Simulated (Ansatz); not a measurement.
# SnO2: one candidate of a structure search

The task: take a trial cell of SnO2 to zero force and stress.

Program: Ansatz 0.2.0. Level of theory: DFT PBE, scalar-relativistic, plane waves, PAW. These are calculated values, not measurements.

## (1) The system as given

The structure is tetragonal, space group P4mm (No. 99). Conventional cell: a = 3.177 Å, b = 3.177 Å, c = 4.370 Å, α = 90.00°, β = 90.00°, γ = 90.00°. Sn (site symmetry 4mm) has 4 O at 2.25 Å as nearest neighbours. O (site symmetry 4mm) is surrounded by 1 O at 1.22 Å.

Coordinates:

```xyz
3
Lattice="3.1774 0.0000 0.0000 0.0000 3.1774 0.0000 0.0000 0.0000 4.3705" Properties=species:S:1:pos:R:3 pbc="T T T"
Sn    0.0000    0.0000    1.5899
O     1.5887    1.5887    1.4889
O     1.5887    1.5887    0.2716
```

Recipe of the guess: random cell by space group and Wyckoff sites (P4mm, No. 99). The dimensions are guesses.

## (2) A first look at the guess

Contents of input.yaml:

```yaml
crystal:
  lattice:
    - [3.17741452, 0.0, 0.0]
    - [0.0, 3.17741452, 0.0]
    - [0.0, 0.0, 4.37049796]
  atoms:
    - { symbol: Sn, position: [0.0, 0.0, 0.36378291] }
    - { symbol: O, position: [0.5, 0.5, 0.34067199] }
    - { symbol: O, position: [0.5, 0.5, 0.06213938] }
basis:
  ecutwfc: 420
kpoints:
  mp_grid: { grid: [6, 6, 4] }
hamiltonian:
  xc: pbe
scf:
  occupations: { method: gaussian, width: 0.1 }
  lower_state_search: "off"
output:
  forces: true
  stress: true
  eigenvalues: true
```

Launch:

```sh
$ ansatz run input.yaml --threads 1 --pin off --max-ram 2048MiB --backend cpu --events-out ev --progress --plain --runs-dir out
```

Standard output:

```text
[... 33 lines left out ...]
SCF 1 converged in 8 iterations: F = -7152.261364 eV  dr2 = 6.30e-9
SCF converged after 8 iterations
Free energy (F): -7152.261364 eV
Harris-Foulkes:  -7152.261364 eV  (|F-HF|=1.58e-8)
Internal energy: -7152.260313 eV  (E = F + TS)
E sigma→0 (E₀):  -7152.260839 eV
Entropy (-TS):   -0.001052 eV (-0.351 meV/atom)
Fermi energy:    9.007935 eV
--- Per-component energies (eV) ---
  E_band       = -134.125931
  E_kinetic    = 548.609930
  E_local      = -2005.646346  (includes V_loc(G=0)·N_el)
  E_nonlocal   = 65.755286
  E_hartree    = 982.523318
  E_xc         = -533.571870
  E_vxc        = -288.290230  (∫ρ·V_xc dr)
  E_paw        = -4448.517291  (= ΣΔE_a)
  E_vpaw       = -419.605276  (= ΣTr[D̂ρ^β])
  E_aug_tail   = 0.004997  (compensation charges beyond the density's cutoff)
  E_ewald      = -1761.418336
  E_smearing   = -0.001052  (= −TS)
  E_closure    = -0.000000  (closes the sum)
  Σ components = -7152.261364   (vs F -7152.261364, Δ=0.00e0)
--- Forces (eV/Å), atoms counted from 1 ---
  atom   1  Sn    -0.00000000     0.00000000     0.01219999
  atom   2  O      0.00000000     0.00000000    12.82483976
  atom   3  O      0.00000000     0.00000000   -12.83706378
  max |Σ_I F_I| component: 2.40e-5 eV/Å
--- Stress (GPa, compression-positive) ---
       39.266159       0.000000      -0.000000
        0.000000      39.266159       0.000000
       -0.000000       0.000000      52.850065
  P = ⅓ Tr σ = 43.7941 GPa (437.941 kbar)
--- Band table (eV; the first three rows and the last of 30) ---
  k-point 0: bands = ["-18.6838", "-12.9979", "-12.7225", "-12.7134", "-12.6445", "-12.6445", "-6.2314", "-0.5415", "0.4567", "0.4567", "4.4075", "8.4328", "8.4328", "10.1614", "15.6214", "16.2734", "17.9768"]
  k-point 1: bands = ["-18.6779", "-12.9977", "-12.7160", "-12.7134", "-12.6454", "-12.6454", "-6.3813", "-0.1266", "0.4749", "0.4749", "4.4033", "8.3559", "8.3559", "8.9987", "16.4647", "17.1649", "18.1878"]
  k-point 2: bands = ["-18.6721", "-12.9975", "-12.7133", "-12.7095", "-12.6462", "-12.6462", "-6.5202", "0.3264", "0.4936", "0.4936", "4.3496", "8.1566", "8.2807", "8.2807", "16.6983", "17.1549", "18.4154"]
  k-point 29: bands = ["-18.5103", "-12.7292", "-12.7292", "-12.6308", "-12.5980", "-12.5878", "-5.6218", "-1.1232", "-1.1232", "1.6449", "5.0285", "6.9048", "6.9048", "10.9278", "14.0791", "14.0791", "16.5275"]
```

It took 2 s on 1 thread of Arm Neoverse V2, shared host; peak memory 0.3 GiB.

From the probe: pressure 43.8 GPa, largest force 12.84 eV/Å, gap on this mesh none (metal). A cheap, loose relaxation comes first.

## (3) Coarse relaxation

Changes to input.yaml since step 2:

```diff
@@ -22 +22,6 @@
   eigenvalues: true
+relax:
+  adjacent_minimum: "off"
+  f_tol: 0.04
+  max_steps: 70
+  cell: { stress_tol: 0.4 }
```

Launch:

```sh
$ ansatz run input.yaml --threads 1 --pin off --max-ram 2048MiB --backend cpu --events-out ev --progress --plain --runs-dir out
```

Standard output:

```text
Warning: RAYON_NUM_THREADS=1 ignored (pool sized by the plan → 1); use --threads N
Engine: ansatz 0.2.0, aarch64-unknown-linux-gnu
Pseudopotentials: kind: paw
Pseudopotential: Sn, paw, valence charge 14, recommended cutoff 420 eV (normal), Sn.paw.azcp
Pseudopotential: O, paw, valence charge 6, recommended cutoff 420 eV (normal), O.paw.azcp
Functional definition: PBE
  parameter kappa = 0.804
  parameter beta = 0.06672455060314922
  exchange = pbe_x(kappa = kappa, mu = beta*pi^2/3)
  correlation = pbe_c(beta = beta)
Crystal: 3 atoms, lattice volume = 44.124 Å³
Basis set: ecut = 420 eV, 871 PW (Γ), exchange–correlation on 48×48×60 points (8 copies of the dense FFT grid, shifted against one another)
Bands: 17, of which v1, the nominal top of the filled ones, is band 13 counted from 1 (12 counted from 0)
Symmetry: 8 space group operations
Space group: P4mm (ITA 99), of the structure as read, at distance tolerance 3.5e-5 Å
k-points: 30 of 144 (time reversal used)
Non-local potential: Sn, projectors of the file, l = 0: 2, l = 1: 2, l = 2: 2, l = 3: 2
Non-local potential: O, projectors of the file, l = 0: 2, l = 1: 2, l = 2: 1
PAW form: soft (Blöchl's): semilocal exchange-correlation on the pseudo side does not see the compensation charge
PAW one-centre angular grid: Sn, 590 points (default); XC on 64 Gauss nodes
PAW one-centre angular grid: O, 110 points (default); XC on 64 Gauss nodes
Initial density: superposition of atomic densities (neutral atoms: chi_scale 0, normalization atom), corrected by the library's trained network
Initial wavefunctions: pseudopotential atomic-orbital guess
Functional: x = pbe(κ = 0.804, μ = 0.2195149727645171), c = pbe(β = 0.06672455060314922)
SCF iter   1: F=—  HF=-7152.274148 eV  |F-HF|=—  |Δ(HF+E_count)|=         —  Δρ=1.28e-2  dr2=9.08e-2  ethr=1.77e-3  ⟨swp⟩=5.4  Hψ=2570  notcnv=0
preconditioner: auto → none  [insulator: Δε(μ)=0.191 eV  Ē_g=19.248 eV  σ=0.100 eV  W_gap=0.51  n_scr=14 (ndim 8)  ℏωp=28.5 eV  f_vac=0.050  D(μ)=0.19/eV (n_scr^D=0)  ε∞_Penn≈3.2]
SCF iter   2: F=—  HF=-7152.273816 eV  |F-HF|=—  |Δ(HF+E_count)|=   3.33e-4  Δρ=1.36e-2  dr2=6.73e-2  ethr=3.49e-4  ⟨swp⟩=2.0  Hψ=1075  notcnv=0
SCF iter   3: F=—  HF=-7152.260116 eV  |F-HF|=—  |Δ(HF+E_count)|=   1.37e-2  Δρ=3.14e-3  dr2=3.21e-3  ethr=2.59e-4  ⟨swp⟩=2.0  Hψ=779  notcnv=0
SCF iter   4: F=—  HF=-7152.261396 eV  |F-HF|=—  |Δ(HF+E_count)|=   1.28e-3  Δρ=9.02e-4  dr2=3.21e-4  ethr=1.23e-5  ⟨swp⟩=2.2  Hψ=775  notcnv=0
SCF iter   5: F=—  HF=-7152.261445 eV  |F-HF|=—  |Δ(HF+E_count)|=   4.97e-5  Δρ=3.17e-4  dr2=3.75e-5  ethr=1.24e-6  ⟨swp⟩=2.5  Hψ=901  notcnv=0
SCF iter   6: F=—  HF=-7152.261362 eV  |F-HF|=—  |Δ(HF+E_count)|=   8.33e-5  Δρ=1.16e-4  dr2=3.21e-6  ethr=1.44e-7  ⟨swp⟩=2.0  Hψ=811  notcnv=0
SCF iter   7: F=—  HF=-7152.261364 eV  |F-HF|=—  |Δ(HF+E_count)|=   1.81e-6  Δρ=4.29e-5  dr2=3.40e-7  ethr=1.23e-8  ⟨swp⟩=2.0  Hψ=782  notcnv=0
SCF iter   8: F=-7152.261364 eV  HF=-7152.261364 eV  |F-HF|=1.57e-8  |Δ(HF+E_count)|=   4.12e-7  Δρ=6.23e-6  dr2=6.31e-9  ethr=3.85e-10  ⟨swp⟩=6.0  Hψ=2480  notcnv=0
SCF 1 converged in 8 iterations: F = -7152.261364 eV  dr2 = 6.31e-9
relax step   1: F+E_penalty+E_count = -7152.26136438 eV  Δ(F+E_penalty+E_count) = +0.000e0 eV  max|allowed force component| = 1.284e1 eV/Å  Δτ_max = 0.0000 Å  P = +43.794 GPa  Ω = 44.124 Å³  (8 SCF iters, dr2 threshold 1.00e-7 eV, accepted)
Crystal: 3 atoms, lattice volume = 48.436 Å³
Basis set: ecut = 420 eV, 943 PW (Γ), exchange–correlation on 48×48×60 points (8 copies of the dense FFT grid, shifted against one another)
Initial density: handed on by an earlier stage of this run
Initial wavefunctions: those handed on with the density
iter 1 solved again at ethr=5.14e-4 eV; its pass at ethr=3.10e-3 eV (dr2=1.34e-1 eV) is discarded
SCF iter   1: F=—  HF=-7154.022819 eV  |F-HF|=—  |Δ(HF+E_count)|=         —  Δρ=2.70e-2  dr2=1.34e-1  ethr=5.14e-4  ⟨swp⟩=1.0  Hψ=3679  notcnv=0
preconditioner: auto → none  [insulator: Δε(μ)=0.387 eV  Ē_g=17.967 eV  σ=0.100 eV  W_gap=0.50  n_scr=14 (ndim 8)  ℏωp=27.2 eV  f_vac=0.102  D(μ)=0.16/eV (n_scr^D=0)  ε∞_Penn≈3.3]
SCF iter   2: F=—  HF=-7154.006467 eV  |F-HF|=—  |Δ(HF+E_count)|=   1.64e-2  Δρ=1.18e-2  dr2=4.38e-2  ethr=5.14e-4  ⟨swp⟩=2.0  Hψ=1045  notcnv=0
SCF iter   3: F=—  HF=-7154.001720 eV  |F-HF|=—  |Δ(HF+E_count)|=   4.75e-3  Δρ=7.92e-3  dr2=1.19e-2  ethr=1.68e-4  ⟨swp⟩=2.1  Hψ=847  notcnv=0
SCF iter   4: F=—  HF=-7154.000874 eV  |F-HF|=—  |Δ(HF+E_count)|=   8.46e-4  Δρ=2.78e-3  dr2=1.32e-3  ethr=4.59e-5  ⟨swp⟩=2.1  Hψ=931  notcnv=0
SCF iter   5: F=—  HF=-7154.000932 eV  |F-HF|=—  |Δ(HF+E_count)|=   5.77e-5  Δρ=7.75e-4  dr2=8.90e-5  ethr=5.08e-6  ⟨swp⟩=2.9  Hψ=925  notcnv=0
SCF iter   6: F=—  HF=-7154.000869 eV  |F-HF|=—  |Δ(HF+E_count)|=   6.30e-5  Δρ=2.94e-4  dr2=2.84e-5  ethr=3.42e-7  ⟨swp⟩=2.6  Hψ=812  notcnv=0
SCF iter   7: F=—  HF=-7154.000870 eV  |F-HF|=—  |Δ(HF+E_count)|=   9.08e-7  Δρ=8.78e-5  dr2=9.81e-7  ethr=1.09e-7  ⟨swp⟩=2.0  Hψ=628  notcnv=0
SCF iter   8: F=-7154.000871 eV  HF=-7154.000871 eV  |F-HF|=2.37e-8  |Δ(HF+E_count)|=   8.88e-7  Δρ=1.39e-5  dr2=2.85e-8  ethr=1.15e-9  ⟨swp⟩=5.6  Hψ=2274  notcnv=0
SCF 2 converged in 8 iterations: F = -7154.000871 eV  dr2 = 2.85e-8
relax step   2: F+E_penalty+E_count = -7154.00087068 eV  Δ(F+E_penalty+E_count) = -1.740e0 eV  max|allowed force component| = 5.482e0 eV/Å  Δτ_max = 0.0660 Å  P = +15.711 GPa  Ω = 48.436 Å³  energy of the carried Pulay correction = -1.692e-2 eV  (8 SCF iters, dr2 threshold 3.00e-7 eV, accepted)
Crystal: 3 atoms, lattice volume = 52.372 Å³
Basis set: ecut = 420 eV, 1019 PW (Γ), exchange–correlation on 48×48×60 points (8 copies of the dense FFT grid, shifted against one another)
iter 1 solved again at ethr=2.06e-3 eV; its pass at ethr=3.10e-3 eV (dr2=5.36e-1 eV) is discarded
SCF iter   1: F=—  HF=-7154.738396 eV  |F-HF|=—  |Δ(HF+E_count)|=         —  Δρ=4.45e-2  dr2=5.36e-1  ethr=2.06e-3  ⟨swp⟩=1.0  Hψ=3476  notcnv=0
preconditioner: auto → none  [insulator: Δε(μ)=0.171 eV  Ē_g=17.278 eV  σ=0.100 eV  W_gap=0.76  n_scr=14 (ndim 8)  ℏωp=26.2 eV  f_vac=0.142  D(μ)=0.11/eV (n_scr^D=0)  ε∞_Penn≈3.3]
SCF iter   2: F=—  HF=-7154.749463 eV  |F-HF|=—  |Δ(HF+E_count)|=   1.11e-2  Δρ=3.63e-2  dr2=6.26e-1  ethr=2.06e-3  ⟨swp⟩=2.9  Hψ=988  notcnv=0
SCF iter   3: F=—  HF=-7154.638878 eV  |F-HF|=—  |Δ(HF+E_count)|=   1.11e-1  Δρ=1.58e-2  dr2=3.85e-2  ethr=2.06e-3  ⟨swp⟩=2.0  Hψ=903  notcnv=0
SCF iter   4: F=—  HF=-7154.637784 eV  |F-HF|=—  |Δ(HF+E_count)|=   1.09e-3  Δρ=5.70e-3  dr2=2.95e-3  ethr=1.48e-4  ⟨swp⟩=2.2  Hψ=735  notcnv=0
SCF iter   5: F=—  HF=-7154.638886 eV  |F-HF|=—  |Δ(HF+E_count)|=   1.10e-3  Δρ=1.67e-3  dr2=4.95e-4  ethr=1.13e-5  ⟨swp⟩=2.2  Hψ=698  notcnv=0
SCF iter   6: F=—  HF=-7154.638928 eV  |F-HF|=—  |Δ(HF+E_count)|=   4.26e-5  Δρ=5.77e-4  dr2=9.33e-5  ethr=1.90e-6  ⟨swp⟩=2.0  Hψ=654  notcnv=0
SCF iter   7: F=—  HF=-7154.638841 eV  |F-HF|=—  |Δ(HF+E_count)|=   8.76e-5  Δρ=1.15e-4  dr2=2.65e-6  ethr=3.59e-7  ⟨swp⟩=2.0  Hψ=675  notcnv=0
SCF iter   8: F=-7154.638841 eV  HF=-7154.638841 eV  |F-HF|=2.57e-8  |Δ(HF+E_count)|=   8.15e-7  Δρ=1.49e-5  dr2=7.03e-8  ethr=1.15e-9  ⟨swp⟩=3.5  Hψ=2120  notcnv=0
SCF 3 converged in 8 iterations: F = -7154.638841 eV  dr2 = 7.03e-8
relax step   3: F+E_penalty+E_count = -7154.63884140 eV  Δ(F+E_penalty+E_count) = -6.380e-1 eV  max|allowed force component| = 2.492e0 eV/Å  Δτ_max = 0.1727 Å  P = +2.223 GPa  Ω = 52.372 Å³  energy of the carried Pulay correction = -3.106e-2 eV  (8 SCF iters, dr2 threshold 3.00e-7 eV, accepted)
[... from here on, the SCF cycles and remarks between the steps are left out ...]
relax step   4: F+E_penalty+E_count = -7154.87041014 eV  Δ(F+E_penalty+E_count) = -2.316e-1 eV  max|allowed force component| = 6.062e-1 eV/Å  Δτ_max = 0.1941 Å  P = -2.084 GPa  Ω = 53.231 Å³  energy of the carried Pulay correction = -3.399e-2 eV  (8 SCF iters, dr2 threshold 3.00e-7 eV, accepted)
relax step   5: F+E_penalty+E_count = -7154.92019025 eV  Δ(F+E_penalty+E_count) = -4.978e-2 eV  max|allowed force component| = 1.734e-1 eV/Å  Δτ_max = 0.0957 Å  P = +0.071 GPa  Ω = 53.100 Å³  energy of the carried Pulay correction = -3.355e-2 eV  (8 SCF iters, dr2 threshold 3.00e-7 eV, accepted)
relax step   6: F+E_penalty+E_count = -7154.92405012 eV  Δ(F+E_penalty+E_count) = -3.860e-3 eV  max|allowed force component| = 3.508e-2 eV/Å  Δτ_max = 0.0046 Å  P = +0.109 GPa  Ω = 52.681 Å³  energy of the carried Pulay correction = -3.212e-2 eV  (6 SCF iters, dr2 threshold 3.00e-7 eV, accepted)
relax step   7: F+E_penalty+E_count = -7155.00819153 eV  Δ(F+E_penalty+E_count) = -8.414e-2 eV  max|allowed force component| = 3.399e-2 eV/Å  Δτ_max = 0.0000 Å  P = +2.086 GPa  Ω = 52.681 Å³  stress off target by 2.62e0 GPa  SCF on the basis re-selected at this cell (its energy is not comparable with the rows above)  (8 SCF iters)
relax step   8: F+E_penalty+E_count = -7155.01556112 eV  Δ(F+E_penalty+E_count) = -7.370e-3 eV  max|allowed force component| = 6.178e-2 eV/Å  Δτ_max = 0.0211 Å  P = +0.720 GPa  Ω = 54.948 Å³  energy of the carried Pulay correction = -7.164e-3 eV  (7 SCF iters, dr2 threshold 3.00e-7 eV, accepted)
relax step   9: F+E_penalty+E_count = -7155.01161381 eV  Δ(F+E_penalty+E_count) = +3.947e-3 eV  max|allowed force component| = 2.193e-2 eV/Å  Δτ_max = 0.0183 Å  P = -0.025 GPa  Ω = 56.835 Å³  energy of the carried Pulay correction = -1.488e-2 eV  (7 SCF iters, dr2 threshold 3.00e-7 eV, accepted)
relax step  10: F+E_penalty+E_count = -7155.02773077 eV  Δ(F+E_penalty+E_count) = -1.612e-2 eV  max|allowed force component| = 3.910e-2 eV/Å  Δτ_max = 0.0000 Å  P = +0.051 GPa  Ω = 56.835 Å³  stress off target by 5.18e-1 GPa  SCF on the basis re-selected at this cell (its energy is not comparable with the rows above)  (8 SCF iters)
relax step  11: F+E_penalty+E_count = -7155.02695257 eV  Δ(F+E_penalty+E_count) = +7.782e-4 eV  max|allowed force component| = 9.982e-3 eV/Å  Δτ_max = 0.0151 Å  P = +0.067 GPa  Ω = 58.067 Å³  energy of the carried Pulay correction = -2.893e-3 eV  (6 SCF iters, dr2 threshold 3.00e-7 eV, accepted)
relax step  12: F+E_penalty+E_count = -7155.02474399 eV  Δ(F+E_penalty+E_count) = +2.209e-3 eV  max|allowed force component| = 1.873e-2 eV/Å  Δτ_max = 0.0113 Å  P = +0.049 GPa  Ω = 59.019 Å³  energy of the carried Pulay correction = -5.612e-3 eV  (8 SCF iters, accepted)
Basis set: ecut = 420 eV, 1149 PW (Γ), exchange–correlation on 48×48×72 points (8 copies of the dense FFT grid, shifted against one another)
iter 1 solved again at ethr=1.36e-7 eV; its pass at ethr=3.10e-3 eV (dr2=3.53e-5 eV) is discarded
SCF iter   1: F=—  HF=-7155.031208 eV  |F-HF|=—  |Δ(HF+E_count)|=         —  Δρ=3.35e-4  dr2=8.80e-6  ethr=1.36e-7  ⟨swp⟩=3.4  Hψ=3911  notcnv=0
preconditioner: auto → none  [insulator: Δε(μ)=0.550 eV  Ē_g=16.806 eV  σ=0.100 eV  W_gap=1.00  n_scr=14 (ndim 8)  ℏωp=24.6 eV  f_vac=0.243  D(μ)=0.00/eV (n_scr^D=0)  ε∞_Penn≈3.2]
SCF iter   2: F=—  HF=-7155.031447 eV  |F-HF|=—  |Δ(HF+E_count)|=   2.38e-4  Δρ=1.58e-4  dr2=4.31e-6  ethr=3.39e-8  ⟨swp⟩=2.0  Hψ=800  notcnv=0
SCF iter   3: F=—  HF=-7155.031539 eV  |F-HF|=—  |Δ(HF+E_count)|=   9.23e-5  Δρ=9.51e-5  dr2=1.97e-6  ethr=1.66e-8  ⟨swp⟩=2.0  Hψ=713  notcnv=0
SCF iter   4: F=—  HF=-7155.031560 eV  |F-HF|=—  |Δ(HF+E_count)|=   2.07e-5  Δρ=9.08e-6  dr2=1.41e-8  ethr=7.57e-9  ⟨swp⟩=2.0  Hψ=720  notcnv=0
SCF iter   5: F=—  HF=-7155.031560 eV  |F-HF|=—  |Δ(HF+E_count)|=   1.88e-7  Δρ=4.11e-6  dr2=1.10e-8  ethr=7.38e-12  ⟨swp⟩=5.6  Hψ=2183  notcnv=0
SCF iter   6: F=—  HF=-7155.031560 eV  |F-HF|=—  |Δ(HF+E_count)|=  1.07e-10  Δρ=2.73e-6  dr2=4.29e-9  ethr=4.22e-11  ⟨swp⟩=2.2  Hψ=675  notcnv=0
SCF iter   7: F=-7155.031560 eV  HF=-7155.031560 eV  |F-HF|=2.72e-10  |Δ(HF+E_count)|=  4.46e-10  Δρ=8.08e-7  dr2=3.68e-10  ethr=7.38e-12  ⟨swp⟩=4.1  Hψ=1570  notcnv=0
SCF 13 converged in 7 iterations: F = -7155.031560 eV  dr2 = 3.68e-10
relax step  13: F+E_penalty+E_count = -7155.03155974 eV  Δ(F+E_penalty+E_count) = -6.816e-3 eV  max|allowed force component| = 2.763e-2 eV/Å  Δτ_max = 0.0000 Å  P = +0.070 GPa  Ω = 59.019 Å³  stress off target by 2.79e-1 GPa  SCF on the basis re-selected at this cell (its energy is not comparable with the rows above)  (7 SCF iters)
basis re-selected at this cell: Δ(F+E_penalty+E_count) = -6.816e-3 eV, ΔP = +0.021 GPa vs the last step (what re-selecting the basis moved, of the pressure what is left beyond the Pulay correction that the steps carried, after the strain that the cell walked since its last selection, with what the two solves' SCF thresholds leave and, on support functions, any second-order correction that the steps lacked; it is no measure of the basis error at this ecutwfc). The dense FFT grid was sized anew with the basis: this SCF ran on 24×24×36 points, the steps before it on 24×24×32, so part of this shift can come from that change (see relax.cell in the input reference). This SCF's stress stands 2.79e-1 GPa from its target on what of the cell is left free (relax.cell.stress_tol is 4.00e-1 GPa) and its largest allowed force component is 2.76e-2 eV/Å (relax.f_tol is 4.00e-2 eV/Å): within both
SCF converged after 7 iterations
Free energy (F): -7155.031560 eV
Harris-Foulkes:  -7155.031560 eV  (|F-HF|=2.72e-10)
Internal energy: -7155.031559 eV  (E = F + TS)
E sigma→0 (E₀):  -7155.031559 eV
Entropy (-TS):   -0.000001 eV (-0.000 meV/atom)
Fermi energy:    5.069192 eV
--- Per-component energies (eV) ---
  E_band       = -201.397297
  E_kinetic    = 529.008846
  E_local      = -2309.996842  (includes V_loc(G=0)·N_el)
  E_nonlocal   = 62.974423
  E_hartree    = 1107.433567
  E_xc         = -529.945807
  E_vxc        = -283.238226  (∫ρ·V_xc dr)
  E_paw        = -4444.738662  (= ΣΔE_a)
  E_vpaw       = -415.017369  (= ΣTr[D̂ρ^β])
  E_aug_tail   = 0.004619  (compensation charges beyond the density's cutoff)
  E_ewald      = -1569.771703
  E_smearing   = -0.000001  (= −TS)
  E_closure    = 0.000000  (closes the sum)
  Σ components = -7155.031560   (vs F -7155.031560, Δ=0.00e0)
--- Forces (eV/Å), atoms counted from 1 ---
  atom   1  Sn     0.00000000     0.00000000     0.00034434
  atom   2  O      0.00000000     0.00000000     0.02732068
  atom   3  O     -0.00000000    -0.00000000    -0.02761215
  max |Σ_I F_I| component: 5.29e-5 eV/Å
--- Stress (GPa, compression-positive) ---
       -0.033769      -0.000000       0.000000
       -0.000000      -0.033769      -0.000000
        0.000000      -0.000000       0.278885
  P = ⅓ Tr σ = 0.0704 GPa (0.704 kbar)
--- Band table (eV; the first three rows and the last of 30) ---
  k-point 0: bands = ["-16.8588", "-16.2595", "-16.1237", "-16.1140", "-16.1140", "-15.8414", "-10.1683", "-1.2937", "-0.2438", "-0.0212", "-0.0212", "4.1627", "4.1627", "7.1749", "9.0750", "10.6777", "12.6587"]
  k-point 1: bands = ["-16.8546", "-16.2595", "-16.1237", "-16.1142", "-16.1142", "-15.8362", "-10.2158", "-1.0946", "-0.1789", "-0.0060", "-0.0060", "4.1277", "4.1277", "6.1021", "8.7606", "12.6965", "12.7837"]
  k-point 2: bands = ["-16.8504", "-16.2595", "-16.1237", "-16.1144", "-16.1144", "-15.8310", "-10.2626", "-0.8867", "-0.1013", "0.0093", "0.0093", "4.0923", "4.0923", "5.3368", "8.5306", "12.9275", "12.9598"]
  k-point 29: bands = ["-17.0922", "-16.1468", "-16.1468", "-16.1161", "-16.0971", "-15.2119", "-10.0262", "-1.4898", "-1.4898", "-0.3087", "0.8756", "3.3809", "3.3809", "7.3594", "8.3159", "10.2534", "10.2534"]
--- Relaxed structure (10 steps of the walk, 10 accepted, 3 SCFs on fresh bases) ---
  F+E_penalty+E_count = -7155.03155974 eV   max|allowed force component| = 2.763e-2 eV/Å   (the final SCF, on the basis selected at the relaxed cell)
  cell:  # Å, volume = 59.0187 Å³
    - [3.4719762133118466, -1.1256451218239508e-33, 4.329404314707503e-34]
    - [-1.471997467000551e-33, 3.4719762133118466, 0.0]
    - [5.955046974936194e-34, 0.0, 4.895940802914682]
  atoms:
    - { symbol: Sn, position: [2.4731414044476016e-33, 6.177069107361635e-83, 0.255512723734754] }
    - { symbol: O, position: [0.49999999999999994, 0.49999999999999994, 0.4106068800240093] }
    - { symbol: O, position: [0.49999999999999994, 0.49999999999999994, 0.10047467624123665] }
```

It took 31 s on 1 thread of Arm Neoverse V2, shared host; peak memory 0.34 GiB.

Step by step:

```csv
step,energy from step 1 (eV/cell),largest force component (eV/Å),pressure (GPa),volume (Å³)
1,0.0000,12.8371,43.79,44.12
2,-1.7395,5.4821,15.71,48.44
3,-2.3775,2.4920,2.22,52.37
4,-2.6090,0.6062,-2.08,53.23
5,-2.6588,0.1734,0.07,53.10
6,-2.6627,0.0351,0.11,52.68
7,-2.7468,0.0340,2.09,52.68
8,-2.7542,0.0618,0.72,54.95
9,-2.7503,0.0219,-0.02,56.83
10,-2.7664,0.0391,0.05,56.83
11,-2.7656,0.0100,0.07,58.07
12,-2.7634,0.0187,0.05,59.02
13,-2.7702,0.0276,0.07,59.02
```

Step 1 is the start. Steps 7, 10, 13 each repeat the geometry before them on a plane-wave basis chosen anew, so the energy can jump there without any move. The walk judges its steps with a correction for the finite basis (Pulay term) that this column leaves out, so accepted steps can climb here and lower ones be refused.

|  | before | after | change |
| --- | --- | --- | --- |
| a (Å) | 3.177 | 3.472 | +9.3 % |
| b (Å) | 3.177 | 3.472 | +9.3 % |
| c (Å) | 4.370 | 4.896 | +12.0 % |
| volume (Å³/atom) | 14.71 | 19.67 | +33.8 % |
| shortest distance (Å) | 1.217 | 1.518 | +24.7 % |
| space group (0.01 Å) | P4mm | P4/mmm | changed |

The end holds layers, chains or molecules that no bond joins, and this functional has no dispersion term, so the space between them comes out too large.

(Part 1 of 2 ends here.)
